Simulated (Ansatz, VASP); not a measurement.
# ZnO: VASP beside Ansatz, part 3 of 3

Wanted: the spread between two codes on one cell, functional and k mesh. The cell is the relaxed one of a volume series.

VASP 6.6.1 and Ansatz 0.2.0.

So far: Set-up; Ansatz: zone-centre phonons, LDA; VASP: zone-centre phonons, LDA.

## Step 3: VASP: zone-centre phonons, LDA (continued)

Level of this step: LDA; plane waves and PAW (Zn, O) (VASP).

Numbers of over 12 decimals in the logs are rounded to 6 here.

Parts of OUTCAR (step 3):

```text
ion  position               nearest neighbor table
   1  0.333  0.667  0.500-   3 1.95   3 1.95   3 1.95   4 1.95
   2  0.667  0.333  0.000-   4 1.95   4 1.95   4 1.95   3 1.95
   3  0.667  0.333  0.379-   1 1.95   1 1.95   1 1.95   2 1.95
   4  0.333  0.667  0.879-   2 1.95   2 1.95   2 1.95   1 1.95

  LATTYP: Found a hexagonal cell.
 ALAT       =     3.1952499398
 C/A-ratio  =     1.6164868703

 Subroutine GETGRP returns: Found 12 space group operations
 (whereof  6 operations were pure point group operations)

The static configuration has the point symmetry C_3v.
 The point group associated with its full space group is C_6v.

 Found    120 irreducible k-points:

   k-points           NKPTS =    120   k-points in BZ     NKDIM =    120   number of bands    NBANDS=     24

   dimension x,y,z NGX =    28 NGY =   28 NGZ =   40
   dimension x,y,z NGXF=    56 NGYF=   56 NGZF=   80

   ENCUT  =  560.0 eV  41.16 Ry    6.42 a.u.   6.17  6.17  9.97*2*pi/ulx,y,z

   NELECT =      36.0000    total number of electrons

 k-points in reciprocal lattice and weights: Automatic mesh
   0.00000000  0.00000000  0.00000000       0.001
   0.07142857 -0.00000000  0.00000000       0.004
   0.14285714  0.00000000  0.00000000       0.004
   0.21428571 -0.00000000  0.00000000       0.004
   0.28571429 -0.00000000  0.00000000       0.004
   0.35714286 -0.00000000  0.00000000       0.004
   0.42857143 -0.00000000  0.00000000       0.004
   0.50000000 -0.00000000  0.00000000       0.002
   0.07142857  0.07142857  0.00000000       0.004
[...]
-1.597624970  2.767167617  0.000000000     0.000000000  0.361380349  0.000000000
     0.000000000  0.000000000  5.165079575     0.000000000  0.000000000  0.193607859

 POSITION                                       TOTAL-FORCE (eV/Angst)
 -----------------------------------------------------------------------------------
     -0.00000      1.84478      2.58398        -0.000000      0.000000      0.000816
      1.59762      0.92239      0.00144         0.000000     -0.000000      0.000816
      1.59762      0.92239      1.95618         0.000000     -0.000000     -0.000816
     -0.00000      1.84478      4.53872        -0.000000      0.000000     -0.000816
 -----------------------------------------------------------------------------------
    total drift:                                0.000004     -0.000003     -0.000054

 MACROSCOPIC STATIC DIELECTRIC TENSOR (including local field effects in DFT)
 ------------------------------------------------------
           5.000448     0.000000     0.000000
           0.000000     5.000448     0.000000
           0.000000     0.000000     5.050521
 ------------------------------------------------------

 PIEZOELECTRIC TENSOR (including local field effects)  for field in x, y, z        (C/m^2)
          XX          YY          ZZ          XY          YZ          ZX
  --------------------------------------------------------------------------------
  x     0.00000     0.00000     0.00000     0.00000     0.00000     0.40360
  y     0.00000     0.00000     0.00000    -0.00000     0.40360     0.00000
  z     0.37557     0.37557    -0.76523     0.00000     0.00000     0.00000

 BORN EFFECTIVE CHARGES (including local field effects) (in |e|, cummulative output)
 ---------------------------------------------------------------------------------
 ion    1
    1     2.07325    -0.00000     0.00000
    2     0.00000     2.07325     0.00000
    3     0.00000     0.00000     2.13022
 ion    2
    1     2.07325     0.00000     0.00000
    2     0.00000     2.07325     0.00000
    3     0.00000     0.00000     2.13022
 ion    3
    1    -2.07325     0.00000     0.00000
    2     0.00000    -2.07325    -0.00000
    3    -0.00000     0.00000    -2.13022
 ion    4
    1    -2.07325     0.00000     0.00000
    2    -0.00000    -2.07325     0.00000
    3     0.00000    -0.00000    -2.13022

 Eigenvectors and eigenvalues of the dynamical matrix
 ----------------------------------------------------

   1 f  =   16.639090 THz   104.546483 2PiTHz  555.020286 cm-1    68.813714 meV
             X         Y         Z           dx          dy          dz
     -0.000000  1.844778  2.583980    -0.000000    0.000000   -0.096963
      1.597625  0.922389  0.001440     0.000000   -0.000000    0.096963
      1.597625  0.922389  1.956177     0.000000   -0.000000   -0.700427
     -0.000000  1.844778  4.538717    -0.000000    0.000000    0.700427

   2 f  =   13.391673 THz    84.142363 2PiTHz  446.698130 cm-1    55.383485 meV
             X         Y         Z           dx          dy          dz
     -0.000000  1.844778  2.583980    -0.271986   -0.000000    0.000000
      1.597625  0.922389  0.001440     0.271986    0.000000   -0.000000
      1.597625  0.922389  1.956177     0.652705    0.000000   -0.000000
     -0.000000  1.844778  4.538717    -0.652705   -0.000000   -0.000000

   3 f  =   13.391673 THz    84.142363 2PiTHz  446.698129 cm-1    55.383485 meV
             X         Y         Z           dx          dy          dz
     -0.000000  1.844778  2.583980     0.000000   -0.271986    0.000000
      1.597625  0.922389  0.001440    -0.000000    0.271986   -0.000000
      1.597625  0.922389  1.956177    -0.000000    0.652705   -0.000000
     -0.000000  1.844778  4.538717     0.000000   -0.652705    0.000000

   4 f  =   12.399480 THz    77.908228 2PiTHz  413.602122 cm-1    51.280104 meV
             X         Y         Z           dx          dy          dz
     -0.000000  1.844778  2.583980    -0.312807    0.000000   -0.000000
      1.597625  0.922389  0.001440    -0.312807    0.000000   -0.000000
      1.597625  0.922389  1.956177     0.634155   -0.000000    0.000000
     -0.000000  1.844778  4.538717     0.634155   -0.000000    0.000000

   5 f  =   12.399480 THz    77.908228 2PiTHz  413.602121 cm-1    51.280104 meV
             X         Y         Z           dx          dy          dz
     -0.000000  1.844778  2.583980    -0.000000   -0.312807   -0.000000
      1.597625  0.922389  0.001440    -0.000000   -0.312807   -0.000000
      1.597625  0.922389  1.956177     0.000000    0.634155   -0.000000
     -0.000000  1.844778  4.538717     0.000000    0.634155   -0.000000

   6 f  =   11.833099 THz    74.349555 2PiTHz  394.709700 cm-1    48.937744 meV
             X         Y         Z           dx          dy          dz
     -0.000000  1.844778  2.583980    -0.000000    0.000000    0.311900
      1.597625  0.922389  0.001440    -0.000000    0.000000    0.311900
      1.597625  0.922389  1.956177     0.000000   -0.000000   -0.634601
     -0.000000  1.844778  4.538717     0.000000   -0.000000   -0.634601

   7 f  =    7.802560 THz    49.024931 2PiTHz  260.265390 cm-1    32.268781 meV
             X         Y         Z           dx          dy          dz
     -0.000000  1.844778  2.583980     0.000000    0.000000   -0.700427
      1.597625  0.922389  0.001440     0.000000    0.000000    0.700427
      1.597625  0.922389  1.956177    -0.000000   -0.000000    0.096963
     -0.000000  1.844778  4.538717    -0.000000   -0.000000   -0.096963

   8 f  =    2.656427 THz    16.690823 2PiTHz   88.608865 cm-1    10.986094 meV
             X         Y         Z           dx          dy          dz
     -0.000000  1.844778  2.583980     0.652705    0.000002    0.000000
      1.597625  0.922389  0.001440    -0.652705   -0.000002    0.000000
      1.597625  0.922389  1.956177     0.271986    0.000001    0.000000
     -0.000000  1.844778  4.538717    -0.271986   -0.000001    0.000000

   9 f  =    2.656427 THz    16.690823 2PiTHz   88.608865 cm-1    10.986094 meV
             X         Y         Z           dx          dy          dz
     -0.000000  1.844778  2.583980     0.000002   -0.652705   -0.000000
      1.597625  0.922389  0.001440    -0.000002    0.652705   -0.000000
      1.597625  0.922389  1.956177     0.000001   -0.271986   -0.000000
     -0.000000  1.844778  4.538717    -0.000001    0.271986   -0.000000

  10 f/i=    0.013872 THz     0.087162 2PiTHz    0.462727 cm-1     0.057371 meV
             X         Y         Z           dx          dy          dz
     -0.000000  1.844778  2.583980    -0.042358   -0.632738    0.000000
      1.597625  0.922389  0.001440    -0.042358   -0.632738    0.000000
      1.597625  0.922389  1.956177    -0.020894   -0.312108    0.000000
     -0.000000  1.844778  4.538717    -0.020894   -0.312108    0.000000

  11 f/i=    0.013872 THz     0.087162 2PiTHz    0.462727 cm-1     0.057371 meV
             X         Y         Z           dx          dy          dz
     -0.000000  1.844778  2.583980    -0.632738    0.042358    0.000000
      1.597625  0.922389  0.001440    -0.632738    0.042358    0.000000
      1.597625  0.922389  1.956177    -0.312108    0.020894    0.000000
     -0.000000  1.844778  4.538717    -0.312108    0.020894    0.000000

  12 f/i=    0.030144 THz     0.189398 2PiTHz    1.005483 cm-1     0.124664 meV
             X         Y         Z           dx          dy          dz
     -0.000000  1.844778  2.583980     0.000000    0.000000    0.634601
      1.597625  0.922389  0.001440     0.000000    0.000000    0.634601
      1.597625  0.922389  1.956177     0.000000    0.000000    0.311900
     -0.000000  1.844778  4.538717     0.000000    0.000000    0.311900

 MACROSCOPIC STATIC DIELECTRIC TENSOR IONIC CONTRIBUTION
 ------------------------------------------------------
           4.219468    -0.000000     0.000000
          -0.000000     4.219468    -0.000000
           0.000000    -0.000000     4.901816
 ------------------------------------------------------

 ELASTIC MODULI CONTR FROM IONIC RELAXATION (kBar)
 Direction    XX          YY          ZZ          XY          YZ          ZX
 --------------------------------------------------------------------------------
 XX        -816.4121    313.1272    491.5801      0.0000      0.0000      0.0000
 YY         313.1272   -816.4121    491.5801     -0.0000     -0.0000     -0.0000
 ZZ         491.5801    491.5801   -960.2949      0.0000     -0.0000      0.0000
 XY           0.0000     -0.0000      0.0000   -564.7697      0.0000      0.0000
 YZ           0.0000      0.0000     -0.0000      0.0000   -219.6156      0.0000
 ZX           0.0000     -0.0000      0.0000      0.0000      0.0000   -215.8138
 --------------------------------------------------------------------------------

 PIEZOELECTRIC TENSOR IONIC CONTR  for field in x, y, z        (C/m^2)
          XX          YY          ZZ          XY          YZ          ZX
  --------------------------------------------------------------------------------
  x     0.00000    -0.00000     0.00000     0.00000     0.00000    -0.89793
  y     0.00000     0.00000    -0.00000     0.00000    -0.90580     0.00000
  z    -1.04506    -1.04506     2.04152    -0.00000     0.00000    -0.00000
```

Energies printed during the response cycles are not total energies of the cell. With a direct gap this small, the dielectric response converges slowly with the mesh, so tensor and charges are uncertain; a mesh that holds the point of the least gap tends to give too large a tensor.

## Step 4: Differences

Known differences besides the potentials themselves: the two LDA forms differ slightly; the cutoff is 420 eV in Ansatz and 560 eV in VASP; VASP's log shows a relativistic correction to its local exchange, Ansatz's none. Total energies have different zeros and are not compared.

Compared:

| quantity | Ansatz | VASP | difference |
| --- | --- | --- | --- |
| ε∞ xx | 5.09 | 5.00 | +1.79 % |
| ε∞ yy | 5.09 | 5.00 | +1.79 % |
| ε∞ zz | 5.14 | 5.05 | +1.78 % |
| Born charge of Zn1 (mean of the diagonal) (e) | 2.11 | 2.09 | +0.01 |
| Born charge of O3 (mean of the diagonal) (e) | -2.11 | -2.09 | -0.01 |
| optical mode 1 to 2 (cm⁻¹) | 91.4 | 88.6 | +3.15 % |
| optical mode 3 (cm⁻¹) | 259.2 | 260.3 | -0.39 % |
| optical mode 4 (cm⁻¹) | 383.9 | 394.7 | -2.73 % |
| optical mode 5 to 6 (cm⁻¹) | 402.5 | 413.6 | -2.69 % |
| optical mode 7 to 8 (cm⁻¹) | 434.7 | 446.7 | -2.68 % |
| optical mode 9 (cm⁻¹) | 547.3 | 555.0 | -1.40 % |

Modes are paired by rising frequency and degeneracy, not by their patterns, so a pair may still set unlike modes beside each other.

## Step 5: VASP: zone-centre phonons, LDA, volume scaled by 0.96

Second derivatives magnify differences that forces hide, and they need a tight electronic threshold. The cell compared in this pair holds 43.84 Å³, against 45.67 Å³ for the pair before.

File INCAR:

```
SYSTEM = ZnO
PREC = Accurate
ENCUT = 560
EDIFF = 1E-08
NELM = 100
ISMEAR = 0
SIGMA = 0.03
LREAL = .FALSE.
ALGO = Normal
GGA = CA
NBANDS = 24
LORBIT = 11
LWAVE = .FALSE.
LCHARG = .FALSE.
KPAR = 8
IBRION = 8
LEPSILON = .TRUE.
LPEAD = .TRUE.
ISIF = 2
```

File POSCAR:

```
ZnO
1.0
    3.1521173144      0.0000000000      0.0000000000
   -1.5760586572      2.7298136674      0.0000000000
    0.0000000000      0.0000000000      5.0951054347
Zn O
2 2
Direct
    0.3333333300      0.6666666700      0.5003191349
    0.6666666700      0.3333333300      0.0003191349
    0.6666666700      0.3333333300      0.3786908651
    0.3333333300      0.6666666700      0.8786908651
```

File KPOINTS:

```
Automatic mesh
0
Gamma
14 14 8
0 0 0
```

The projector-augmented-wave data sets are Zn and O (LDA family, release 64).

Run with:

```bash
$ mpirun -np 8 vasp_std
```

Log:

```text
[banner, memory and clock lines left out]
running    8 mpi-ranks, on    1 nodes
[...]
[... a notice as in an earlier step ...]

 LDA part: xc-table for (Slater(with rela. corr.)+CA(PZ))
 , standard interpolation
 POSCAR, INCAR and KPOINTS ok, starting setup
[...]
entering main loop
       N       E                     dE             d eps       ncg     rms          rms(c)
DAV:   1     0.291267358298E+03    0.29127E+03   -0.19599E+04  5816   0.237E+03
DAV:   2     0.387750391722E+01   -0.28739E+03   -0.27357E+03  6200   0.446E+02
DAV:   3    -0.237896042100E+02   -0.27667E+02   -0.27453E+02  6696   0.144E+02
DAV:   4    -0.242215875249E+02   -0.43198E+00   -0.43169E+00  6640   0.187E+01
[...]
DAV:  15    -0.211182039941E+02    0.19909E-08   -0.55927E-07  6080   0.591E-03    0.104E-03
DAV:  16    -0.211182039790E+02    0.15069E-07   -0.72752E-08  7088   0.229E-03    0.282E-04
DAV:  17    -0.211182039768E+02    0.22346E-08   -0.25061E-09  3168   0.710E-04
   1 F= -.21118204E+02 E0= -.21118204E+02  d E =-.733249E-12
[...]
RMM:  14    -0.352973360695E+00   -0.75963E-07    0.52611E-09 49969   0.100E-05    0.697E-08
 first order change of Fermi-energy  -0.73161E-04
 force on displaced ion       3 direction 1 : -10.499  -0.000   0.000
 Born effective charge ion    3 direction 1 :  -2.052   0.000   0.000
 Linear response progress:
  Degree of freedom:   4/  4
       N       E                     dE             d eps       ncg     rms          rms(c)
RMM:   1    -0.379911261317E+00   -0.37991E+00    0.58145E-01 17918   0.425E+00
RMM:   2    -0.369777040804E+00    0.10134E-01   -0.11061E-02 11329   0.116E+00    0.367E-01
RMM:   3    -0.370834030090E+00   -0.10570E-02   -0.14513E-03 12303   0.292E-01    0.186E-01
RMM:   4    -0.371981267260E+00   -0.11472E-02   -0.43656E-04 11676   0.138E-01    0.445E-02
[...]
RMM:  11    -0.372012574811E+00   -0.17344E-06    0.91054E-09 12250   0.709E-05    0.116E-05
RMM:  12    -0.372012535742E+00    0.39069E-07    0.27972E-09 14232   0.271E-05    0.531E-06
RMM:  13    -0.372012529172E+00    0.65699E-08   -0.78977E-09 12936   0.155E-05    0.188E-06
 first order change of Fermi-energy  -0.27085E+00
 force on displaced ion       3 direction 3 :   0.000   0.000 -14.337
 Born effective charge ion    3 direction 3 :   0.000   0.000  -2.106
 Born effective charges drift removed
 Linear response finished
```

Parts of OUTCAR (step 5):

```text
 POSITION                                       TOTAL-FORCE (eV/Angst)
 -----------------------------------------------------------------------------------
     -0.00000      1.81988      2.54918        -0.000000     -0.000000      0.000418
      1.57606      0.90994      0.00163         0.000000      0.000000      0.000418
      1.57606      0.90994      1.92947         0.000000     -0.000000     -0.000418
     -0.00000      1.81988      4.47702        -0.000000      0.000000     -0.000418
 -----------------------------------------------------------------------------------
    total drift:                                0.000004     -0.000002     -0.000595

 MACROSCOPIC STATIC DIELECTRIC TENSOR (including local field effects in DFT)
 ------------------------------------------------------
           4.867245    -0.000000     0.000000
           0.000000     4.867245     0.000000
           0.000000     0.000000     4.918649
 ------------------------------------------------------

 MACROSCOPIC STATIC DIELECTRIC TENSOR IONIC CONTRIBUTION
 ------------------------------------------------------
           3.689235    -0.000000     0.000000
          -0.000000     3.689235    -0.000000
           0.000000    -0.000000     4.193657
 ------------------------------------------------------

[... 1 part as in an earlier step ...]
```

## Step 6: Ansatz: zone-centre phonons, LDA, volume scaled by 0.96

The same cell, functional (in two slightly different forms) and mesh now go to Ansatz, which takes its cutoff from its data sets.

The cell is a member of a volume series, scaled by 0.96 from a relaxed one, so a pressure remains.

File input.yaml:

```yaml
crystal:
  lattice:
    - [3.1521173144, 0.0, 0.0]
    - [-1.5760586572, 2.7298136674, 0.0]
    - [0.0, 0.0, 5.0951054347]
  atoms:
    - { symbol: Zn, position: [0.33333333, 0.66666667, 0.5003191349] }
    - { symbol: Zn, position: [0.66666667, 0.33333333, 0.0003191349] }
    - { symbol: O, position: [0.66666667, 0.33333333, 0.3786908651] }
    - { symbol: O, position: [0.33333333, 0.66666667, 0.8786908651] }
hamiltonian:
  xc: lda
  pseudopotentials: { kind: paw }
kpoints:
  mp_grid: { grid: [14, 14, 8] }
scf:
  occupations: { method: fixed }
phonons:
  method: dfpt
  qpoints: [[0, 0, 0]]
  dielectric: true
  rigid_motions: translations
```

Run with:

```bash
$ ansatz run input.yaml --threads 4 --pin off --max-ram 9216MiB --backend cpu --events-out ev --progress --plain --runs-dir out
```

Log:

```text
[...]
Crystal: 4 atoms, lattice volume = 43.842 Å³
Basis set: ecut = 420 eV, 845 PW (Γ), exchange–correlation on 48×48×72 points (8 copies of the dense FFT grid, shifted against one another)
Bands: 22, of which v1, the nominal top of the filled ones, is band 18 counted from 1 (17 counted from 0)
Symmetry: 12 space group operations
k-points: 429 of 1568 (irreducible under 2 space group operations, time reversal used)
[...]
optical modes at Γ + LO–TO along q̂ = [0.0000, 1.0000, 0.0000]:
      ω (cm⁻¹)  modes    IR ((D/Å)²/amu)
[...]
optical modes at Γ + LO–TO along q̂ = [0.0000, 0.0000, 1.0000]:
      ω (cm⁻¹)  modes    IR ((D/Å)²/amu)
[...]
436.05      2            30.5672
        470.66      2             0.0000
        575.88      1            16.1392
        579.42      1             0.0000
--- Phonons (arbitrary-q DFPT): 1 explicit q-point ---
[...]
[key lines of the parts left out:]
SCF converged after 10 iterations
Free energy (F): -7603.914131 eV
Fermi energy:    8.076193 eV
```

Wall time 2.9 min (4 threads of Arm Neoverse V1, shared host); peak memory 2.4 GiB.

## Step 7: Comparison

Both answers:

| quantity | Ansatz | VASP | difference |
| --- | --- | --- | --- |
| ε∞ xx | 4.96 | 4.87 | +1.81 % |
| ε∞ yy | 4.96 | 4.87 | +1.81 % |
| ε∞ zz | 5.01 | 4.92 | +1.86 % |
| Born charge of Zn1 (mean of the diagonal) (e) | 2.08 | 2.07 | +0.01 |
| Born charge of O3 (mean of the diagonal) (e) | -2.08 | -2.07 | -0.01 |
| optical mode 1 to 2 (cm⁻¹) | 83.4 | 77.1 | +8.24 % |
| optical mode 3 (cm⁻¹) | 268.6 | 271.2 | -0.97 % |
| optical mode 4 (cm⁻¹) | 418.2 | 430.2 | -2.77 % |
| optical mode 5 to 6 (cm⁻¹) | 436.1 | 446.7 | -2.38 % |
| optical mode 7 to 8 (cm⁻¹) | 470.7 | 482.2 | -2.39 % |
| optical mode 9 (cm⁻¹) | 579.4 | 588.5 | -1.55 % |

Modes are paired by rising frequency and degeneracy, not by their patterns, so a pair may still set unlike modes beside each other.

## Step 8: What came out

| Quantity | Value |
| --- | --- |
| r.m.s. difference of the optical zone-centre modes, each program's sorted by frequency (zone-centre phonons, LDA) | 9.0 cm⁻¹ |
| difference in optical mode 1 to 2 (zone-centre phonons, LDA) | +3.1 % |
| r.m.s. difference of the optical zone-centre modes, each program's sorted by frequency (zone-centre phonons, LDA, volume scaled by 0.96) | 9.4 cm⁻¹ |
| difference in optical mode 1 to 2 (zone-centre phonons, LDA, volume scaled by 0.96) | +8.2 % |

In words: The r.m.s. difference of the optical zone-centre modes, each program's sorted by frequency is 9.0 cm⁻¹ (zone-centre phonons, LDA). Among the rows given in per cent, the largest difference of the zone-centre phonons, LDA pair is in optical mode 1 to 2, +3.1 %. Among the rows given in per cent, the largest difference of the zone-centre phonons, LDA, volume scaled by 0.96 pair is in optical mode 1 to 2, +8.2 %. 1 further run of this series is not shown here. Such differences can come from data sets, numerical settings and the points named under the comparisons, not from the functional's error against experiment.

[Lines on the potential files, build, host, timing and source positions are cut from VASP's logs without a mark.]

[Logs are printed without paths, hosts, clocks, repeated set-up lines and the standing remarks that a program may print on its own settings, such as how far it seeks lower states.]

[Hosts, paths, dates, database ids (printed as entryN), source tags and the programs' standing remarks are cut or masked in the printed files.]
